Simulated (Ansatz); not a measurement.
# Lithium, simple cubic: r²SCAN0 at the r²SCAN geometry

Aim: see what exact exchange does to the levels, and what it costs. Spin polarisation is left out. The cell comes from an earlier r²SCAN relaxation. Exact exchange is dear, so the k-mesh is coarse, and r²SCAN is run on the same mesh for comparison.

Method: DFT, plane waves (500 eV) with PBE-made PAW files, scalar-relativistic; functionals as named at each step, in Ansatz 0.2.0.

**1. Starting point**

It takes space group Pm-3m (No. 221, cubic). The conventional cell has a = 2.765 Å, b = 2.765 Å, c = 2.765 Å, α = 90.00°, β = 90.00°, γ = 90.00°. Li (site symmetry m-3m) is surrounded by 6 Li at 2.77 Å.

Coordinates:

```
CELL_PARAMETERS angstrom
2.76501 0.00000 0.00000
0.00000 2.76501 0.00000
0.00000 0.00000 2.76501
ATOMIC_POSITIONS crystal
Li 0.00000 0.00000 0.00000
```

**2. r²SCAN on the coarse mesh**

The run with r²SCAN.

input.yaml reads:

```yaml
crystal:
  lattice:
    - [2.7650074383, 0.0, 0.0]
    - [0.0, 2.7650074383, 0.0]
    - [0.0, 0.0, 2.7650074383]
  atoms:
    - { symbol: Li, position: [0.0, 0.0, 0.0] }
hamiltonian:
  xc: r2scan
  pseudopotentials:
    kind: paw
    azcp:
      Li: "pseudopotentials/Li.paw.azcp"
basis:
  ecutwfc: 500
  fft_grid_basis: typed
kpoints:
  mp_grid: { grid: [6, 6, 6], shift: [0, 0, 0] }
magnetization:
  spin_polarized: false
scf:
  occupations: { method: fermi_dirac, width: 0.1 }
```

The run is started by

```
ansatz run input.yaml --threads 4 --pin off --max-ram 8192MiB --backend cpu --events-out ev --progress --plain --runs-dir out
```

The log of the run:

```text
Warning: RAYON_NUM_THREADS=4 ignored (pool sized by the plan → 4); use --threads N
Engine: ansatz 0.2.0, aarch64-unknown-linux-gnu
Pseudopotentials: kind: paw
Pseudopotential: Li, paw, valence charge 3, recommended cutoff 500 eV (meta_gga), <dir>
Functional definition: r2SCAN
  parameter k0 = 0.174
  parameter k1 = 0.065
  parameter a1 = 4.9479
  exchange = r2scan_x(k0 = k0, k1 = k1, a1 = a1)
  correlation = r2scan_c
Crystal: 1 atoms, lattice volume = 21.139 Å³
Basis set: ecut = 500 eV, 515 PW (Γ), exchange–correlation on 96×96×96 points (64 copies of the dense FFT grid, shifted against one another)
Bands: 6, of which v1, the nominal top of the filled ones, is band 2 counted from 1 (1 counted from 0)
Symmetry: 48 space group operations
Space group: Pm-3m (ITA 221), of the structure as read, at distance tolerance 2.8e-5 Å
k-points: 20 of 216
Non-local potential: Li, projectors of the file, l = 0: 3, l = 1: 2, l = 2: 1
PAW form: soft (Blöchl's): semilocal exchange-correlation on the pseudo side does not see the compensation charge
PAW one-centre angular grid: Li, 302 points (default); XC on 327 of its mesh's 2665 points in the sphere
Initial density: superposition of atomic densities (neutral atoms: chi_scale 0, normalization atom), corrected by the library's trained network
Initial wavefunctions: pseudopotential atomic-orbital guess
Functional: x = r2scan, c = r2scan; τ floored in thin density (d = 2e-4 eV/Å³)
SCF iter   1: F=—  HF=-205.010332 eV  |F-HF|=—  |Δ(HF+E_count)|=         —  Δρ=2.28e-3  dr2=7.61e-4  dr2_τ=3.34e-4  ethr=1.77e-3  ⟨swp⟩=4.7  Hψ=974  notcnv=0
preconditioner: auto → none  [insulator: Δε(μ)=0.503 eV  Ē_g=11.285 eV  σ=0.100 eV  W_gap=0.85  n_scr=0 (ndim 8)  ℏωp=8.1 eV  f_vac=0.000  D(μ)=0.34/eV (n_scr^D=0)  ε∞_Penn≈1.5]
SCF iter   2: F=—  HF=-205.009842 eV  |F-HF|=—  |Δ(HF+E_count)|=   4.90e-4  Δρ=1.11e-3  dr2=2.07e-4  dr2_τ=7.07e-6  ethr=2.54e-5  ⟨swp⟩=2.0  Hψ=395  notcnv=0  defer=5
SCF iter   3: F=—  HF=-205.009924 eV  |F-HF|=—  |Δ(HF+E_count)|=   8.20e-5  Δρ=5.84e-5  dr2=8.32e-7  dr2_τ=1.78e-7  ethr=6.89e-6  ⟨swp⟩=2.0  Hψ=145  notcnv=0  defer=5
SCF iter   4: F=—  HF=-205.009924 eV  |F-HF|=—  |Δ(HF+E_count)|=   2.60e-8  Δρ=1.00e-5  dr2=1.87e-8  dr2_τ=8.89e-10  ethr=2.77e-8  ⟨swp⟩=2.0  Hψ=146  notcnv=0  defer=5
iter 5 did not close the SCF: its close was put off for the readings that it lacked (scf_convergence_deferred on its scf_iter line)
SCF iter   5: F=-205.009924 eV  HF=-205.009924 eV  |F-HF|=2.51e-10  |Δ(HF+E_count)|=   5.08e-8  Δρ=2.30e-6  dr2=5.44e-10  dr2_τ=1.22e-10  ethr=6.22e-10  ⟨swp⟩=2.5  Hψ=147  notcnv=0  defer=5
SCF iter   6: F=-205.009924 eV  HF=-205.009924 eV  |F-HF|=1.79e-12  |Δ(HF+E_count)|=  2.70e-11  Δρ=1.52e-7  dr2=3.15e-12  dr2_τ=3.15e-13  ethr=1.81e-11  ⟨swp⟩=1.0  Hψ=322  notcnv=0
SCF 1 converged in 6 iterations: F = -205.009924 eV  dr2 = 3.15e-12
SCF converged after 6 iterations
Free energy (F): -205.009924 eV
Harris-Foulkes:  -205.009924 eV  (|F-HF|=1.79e-12)
Internal energy: -204.996493 eV  (E = F + TS)
E sigma→0 (E₀):  -205.003208 eV
Entropy (-TS):   -0.013431 eV (-13.431 meV/atom)
Fermi energy:    0.999681 eV
--- Per-component energies (eV) ---
  E_band       = -95.540499
  E_kinetic    = 21.119684
  E_local      = -135.127747  (includes V_loc(G=0)·N_el)
  E_nonlocal   = -33.332546
  E_hartree    = 40.240269
  E_xc         = -9.583969
  E_vxc        = -13.647797  (∫ρ·V_xc dr)
  E_paw        = -21.819547  (= ΣΔE_a)
  E_vpaw       = -15.854437  (= ΣTr[D̂ρ^β])
  E_aug_tail   = -0.000103  (compensation charges beyond the density's cutoff)
  E_vtau       = 0.821917  (kinetic-family band-sum trace: ∫τ·v_τ [+ j·A + Jᵃ·Aᵃ] dr)
  E_ewald      = -66.492534
  E_smearing   = -0.013431  (= −TS)
  E_closure    = -0.000000  (closes the sum)
  Σ components = -205.009924   (vs F -205.009924, Δ=0.00e0)
```

Run time: 0.3 s. Hardware: 4 threads of Arm Neoverse V2, shared host; peak memory 0.24 GiB.

**3. r²SCAN0 on the coarse mesh**

The run with r²SCAN0.

Changes to input.yaml since step 2:

```diff
@@ -8,3 +8,3 @@
 hamiltonian:
-  xc: r2scan
+  xc: r2scan0
   pseudopotentials:
@@ -22 +22,6 @@
   occupations: { method: fermi_dirac, width: 0.1 }
+output:
+  write_density: true
+  write_potential: true
+  elf: true
+  volumetric_format: npy
```

The run is started by

```
ansatz run input.yaml --threads 4 --pin off --max-ram 8192MiB --backend cpu --events-out ev --progress --plain --runs-dir out
```

The log of the run:

```text
Warning: RAYON_NUM_THREADS=4 ignored (pool sized by the plan → 4); use --threads N
Engine: ansatz 0.2.0, aarch64-unknown-linux-gnu
Pseudopotentials: kind: paw
Pseudopotential: Li, paw, valence charge 3, recommended cutoff 500 eV (meta_gga), <dir>
Functional definition: r2SCAN0
  parameter a = 0.25
  parameter k0 = 0.174
  parameter k1 = 0.065
  parameter a1 = 4.9479
  exchange = (1 - a)*r2scan_x(k0 = k0, k1 = k1, a1 = a1) + a*exact_x
  correlation = r2scan_c
Crystal: 1 atoms, lattice volume = 21.139 Å³
Basis set: ecut = 500 eV, 515 PW (Γ), exchange–correlation on 96×96×96 points (64 copies of the dense FFT grid, shifted against one another)
Bands: 6, of which v1, the nominal top of the filled ones, is band 2 counted from 1 (1 counted from 0)
Symmetry: 48 space group operations
Space group: Pm-3m (ITA 221), of the structure as read, at distance tolerance 2.8e-5 Å
k-points: 20 of 216
Non-local potential: Li, projectors of the file, l = 0: 3, l = 1: 2, l = 2: 1
PAW form: soft (Blöchl's): semilocal exchange-correlation on the pseudo side does not see the compensation charge
PAW one-centre angular grid: Li, 302 points (default); XC on 327 of its mesh's 2665 points in the sphere
Initial density: superposition of atomic densities (neutral atoms: chi_scale 0, normalization atom), corrected by the library's trained network
Initial wavefunctions: pseudopotential atomic-orbital guess
Functional: x = r2scan, c = r2scan; τ floored in thin density (d = 2e-4 eV/Å³), warm-up for x = 0.75 r2scan + 0.25 exact, c = r2scan; τ floored in thin density (d = 2e-4 eV/Å³)
SCF iter   1: F=—  HF=-205.010308 eV  |F-HF|=—  |Δ(HF+E_count)|=         —  Δρ=2.28e-3  dr2=7.59e-4  dr2_τ=3.35e-4  ethr=1.77e-3  ⟨swp⟩=5.8  Hψ=559  notcnv=0
preconditioner: auto → none  [insulator: Δε(μ)=0.503 eV  Ē_g=11.287 eV  σ=0.100 eV  W_gap=0.85  n_scr=0 (ndim 8)  ℏωp=8.1 eV  f_vac=0.000  D(μ)=0.34/eV (n_scr^D=0)]
SCF iter   2: F=—  HF=-205.009842 eV  |F-HF|=—  |Δ(HF+E_count)|=   4.67e-4  Δρ=1.11e-3  dr2=2.07e-4  dr2_τ=6.96e-6  ethr=2.53e-5  ⟨swp⟩=3.2  Hψ=284  notcnv=0  defer=1
iter 3 solved again at ethr=2.68e-8 eV; its pass at ethr=6.91e-6 eV (dr2=8.04e-7 eV) is discarded
SCF iter   3: F=—  HF=-205.009923 eV  |F-HF|=—  |Δ(HF+E_count)|=   8.13e-5  Δρ=5.91e-5  dr2=8.07e-7  dr2_τ=1.88e-7  ethr=2.68e-8  ⟨swp⟩=4.0  Hψ=358  notcnv=0
SCF iter   4: F=—  HF=-205.009924 eV  |F-HF|=—  |Δ(HF+E_count)|=   9.16e-7  Δρ=1.01e-5  dr2=1.71e-8  dr2_τ=8.75e-10  ethr=2.68e-8  ⟨swp⟩=3.1  Hψ=186  notcnv=0
SCF iter   5: F=—  HF=-205.009924 eV  |F-HF|=—  |Δ(HF+E_count)|=   3.85e-8  Δρ=2.61e-6  dr2=7.58e-10  dr2_τ=1.55e-10  ethr=5.69e-10  ⟨swp⟩=2.5  Hψ=163  notcnv=0
SCF iter   6: F=-205.009924 eV  HF=-205.009924 eV  |F-HF|=7.59e-12  |Δ(HF+E_count)|=  2.24e-10  Δρ=2.56e-7  dr2=6.17e-12  dr2_τ=2.81e-13  ethr=2.53e-11  ⟨swp⟩=3.0  Hψ=183  notcnv=0
SCF 1 converged in 6 iterations: F = -205.009924 eV  dr2 = 6.17e-12
Initial density: handed on by an earlier stage of this run
Initial wavefunctions: those handed on with the density
Functional: x = 0.75 r2scan + 0.25 exact, c = r2scan; τ floored in thin density (d = 2e-4 eV/Å³)
Frozen-core exchange: fock
iter 1 solved again at ethr=6.09e-7 eV; its pass at ethr=1.00e-1 eV (dr2=1.83e-5 eV) is discarded
SCF iter   1: F=—  HF=-204.970509 eV  |F-HF|=—  |Δ(HF+E_count)|=         —  Δρ=5.76e-4  dr2=5.19e-5  dr2_τ=4.44e-6  ethr=6.09e-7  ⟨swp⟩=5.2  Hψ=718  notcnv=0
preconditioner: auto → none  [insulator: Δε(μ)=0.949 eV  Ē_g=12.413 eV  σ=0.100 eV  W_gap=0.98  n_scr=0 (ndim 8)  ℏωp=8.1 eV  f_vac=0.000  D(μ)=0.04/eV (n_scr^D=0)]
SCF iter   2: F=—  HF=-204.971020 eV  |F-HF|=—  |Δ(HF+E_count)|=   5.11e-4  Δρ=3.01e-4  dr2=6.09e-6  dr2_τ=7.51e-7  ethr=6.09e-7  ⟨swp⟩=2.5  Hψ=164  notcnv=0
SCF iter   3: F=-204.971017 eV  HF=-204.971017 eV  |F-HF|=5.69e-8  |Δ(HF+E_count)|=   3.32e-6  Δρ=7.51e-5  dr2=3.57e-7  dr2_τ=5.59e-8  ethr=2.02e-7  ⟨swp⟩=2.1  Hψ=154  notcnv=0
SCF 2 stopped early in 3 iterations: F = -204.971017 eV  dr2 = 3.57e-7
hybrid outer 1: dexx = +5.322e-4 eV, tail = 1.52e-6 eV
Frozen-core exchange: fock
SCF iter   1: F=—  HF=-204.971022 eV  |F-HF|=—  |Δ(HF+E_count)|=         —  Δρ=8.09e-6  dr2=3.88e-9  dr2_τ=2.27e-9  ethr=2.54e-7  ⟨swp⟩=4.2  Hψ=368  notcnv=0
preconditioner: auto → none  [insulator: Δε(μ)=1.008 eV  Ē_g=12.424 eV  σ=0.100 eV  W_gap=0.99  n_scr=0 (ndim 8)  ℏωp=8.1 eV  f_vac=0.000  D(μ)=0.03/eV (n_scr^D=0)]
SCF iter   2: F=-204.971022 eV  HF=-204.971022 eV  |F-HF|=2.18e-9  |Δ(HF+E_count)|=   2.00e-8  Δρ=3.96e-6  dr2=1.01e-9  dr2_τ=3.32e-10  ethr=1.21e-10  ⟨swp⟩=3.5  Hψ=204  notcnv=0  defer=3
SCF 3 converged in 2 iterations: F = -204.971022 eV  dr2 = 1.01e-9
hybrid outer 2: dexx = +5.950e-9 eV, tail = 4.13e-9 eV, Δε = 4.17e-3 eV (about 4.02e-4 eV left of the loop's levels)
hybrid SCF converged: 2 outer / 5 inner (+6 warm-up), last move |dexx| = 5.95e-9 eV, tail = 4.13e-9 eV
Stability not checked: this state was not tested for a lower state beside it, because the functional holds exact exchange (a hybrid, or Hartree-Fock), whose exchange loop this test does not read (fock_operator; see scf.lower_state_search)
Free energy (F): -204.971022 eV
Frozen-core exchange: fock
Harris-Foulkes:  -204.971022 eV  (|F-HF|=2.18e-9)
Internal energy: -204.969138 eV  (E = F + TS)
E sigma→0 (E₀):  -204.970080 eV
Entropy (-TS):   -0.001884 eV (-1.884 meV/atom)
Fermi energy:    1.001243 eV
--- Per-component energies (eV) ---
  E_band       = -103.437434
  E_kinetic    = 21.140495
  E_local      = -135.215515  (includes V_loc(G=0)·N_el)
  E_nonlocal   = -33.324784
  E_hartree    = 40.293641
  E_xc         = -7.492235
  E_vxc        = -10.429246  (∫ρ·V_xc dr)
  E_exx        = -12.275166  (= α·E_x^exact, valence–valence)
  E_paw        = -11.602939  (= ΣΔE_a)
  E_vpaw       = -2.147840  (= ΣTr[D̂ρ^β])
  E_aug_tail   = -0.000103  (compensation charges beyond the density's cutoff)
  E_vtau       = 0.502690  (kinetic-family band-sum trace: ∫τ·v_τ [+ j·A + Jᵃ·Aᵃ] dr)
  E_ewald      = -66.492534
  E_smearing   = -0.001884  (= −TS)
  E_closure    = 0.000000  (closes the sum)
  Σ components = -204.971022   (vs F -204.971022, Δ=-2.84e-14)
--- Band table (eV; the first three rows and the last of 20) ---
  k-point 0: bands = ["-51.1839", "-3.9196", "14.2887", "14.2887"]
  k-point 1: bands = ["-51.1788", "-3.3988", "10.0230", "14.7983"]
  k-point 2: bands = ["-51.1687", "-1.8674", "5.7989", "16.2167"]
  k-point 19: bands = ["-51.1312", "8.7879", "8.7879", "8.7879"]
  guard bands above this table: 2 of the run's 6 bands. The solve was not asked for them (output.publish_guard_bands: true or output.eigenvalues: true publishes all)
```

Wall time 1.6 s (4 threads of Arm Neoverse V2, shared host); peak memory 0.58 GiB.

Density in a lattice plane of the grid's cell (edges 2.77 and 2.77 Å, at 0.000 of the third edge), which holds Li.

Ten even steps from '0' (0.05 e/Å³) to '9' (9.51 e/Å³):
```
865310000000000000001356
543100000000000000000134
211000000000000000000011
000000000000000000000000
000000000000000000000000
000000000000000000000000
000000000000000000000000
000000000000000000000000
000000000000000000000000
000000000000000000000000
000000000000000000000000
000000000000000000000000
000000000000000000000000
000000000000000000000000
000000000000000000000000
000000000000000000000000
211000000000000000000011
543100000000000000000134
865310000000000000001356
986310000000000000001368
```
Columns run along the first of these edges and rows up along the second, over one cell in 24 and 20 even steps from the bottom left corner. Atoms in the plane (fractional): Li at (0.00, 0.00).

ELF in the same plane.

Values, 12 rows by 12 columns:
```
0.95 0.94 0.55 0.07 0.05 0.25 0.42 0.25 0.05 0.07 0.55 0.94
0.70 0.55 0.17 0.03 0.12 0.36 0.48 0.36 0.12 0.03 0.17 0.55
0.14 0.07 0.03 0.08 0.27 0.49 0.56 0.49 0.27 0.08 0.03 0.07
0.05 0.05 0.12 0.27 0.47 0.59 0.62 0.59 0.47 0.27 0.12 0.05
0.20 0.25 0.36 0.49 0.59 0.64 0.66 0.64 0.59 0.49 0.36 0.25
0.40 0.42 0.48 0.56 0.62 0.66 0.68 0.66 0.62 0.56 0.48 0.42
0.20 0.25 0.36 0.49 0.59 0.64 0.66 0.64 0.59 0.49 0.36 0.25
0.05 0.05 0.12 0.27 0.47 0.59 0.62 0.59 0.47 0.27 0.12 0.05
0.14 0.07 0.03 0.08 0.27 0.49 0.56 0.49 0.27 0.08 0.03 0.07
0.70 0.55 0.17 0.03 0.12 0.36 0.48 0.36 0.12 0.03 0.17 0.55
0.95 0.94 0.55 0.07 0.05 0.25 0.42 0.25 0.05 0.07 0.55 0.94
1.00 0.95 0.70 0.14 0.05 0.20 0.40 0.20 0.05 0.14 0.70 0.95
```
Columns run along the first of these edges and rows up along the second, over one cell in 12 and 12 even steps from the bottom left corner. Atoms in the plane (fractional): Li at (0.00, 0.00).

Both are smooth fields of the valence electrons: close to the nuclei they are not physical.

Maxima of ELF outside the ion cores: 0.73 between the atoms, 2.4 Å from Li.

**4. Side by side**

```
functional               gap on the mesh  Fermi energy (eV)  SCF cycles  exchange loops  CPU time
    r²SCAN  none (levels filled in part)              1.000           6               -    0.78 s
   r²SCAN0  none (levels filled in part)              1.001          11               2     4.8 s
```

**5. Summary of results**

| quantity | value |
| --- | --- |
| r²SCAN: gap | none (levels filled in part) |
| r²SCAN0: gap | none (levels filled in part) |
| r²SCAN0: SCF cycles, exchange loops | 11, 2 |
| r²SCAN0: CPU time over that of r²SCAN | 6.1 |
| r²SCAN0: relative to bcc | +107 meV/atom |

**Reading.** Both r²SCAN and r²SCAN0 leave levels filled in part. r²SCAN0 cost 6.1 times the CPU time of r²SCAN. The exchange operator of r²SCAN0 was renewed in 2 outer loops. To compare with dense-mesh energies, the change of r²SCAN from this mesh and smearing to its dense run (-10.3 meV/atom, from a run not shown) is added. Under r²SCAN0 it lies 107 meV/atom above bcc (computed apart in the same way); on such meshes a few tens of meV are uncertain for metals. Absolute energies differ from functional to functional, by eV per atom at times, and say nothing by themselves.
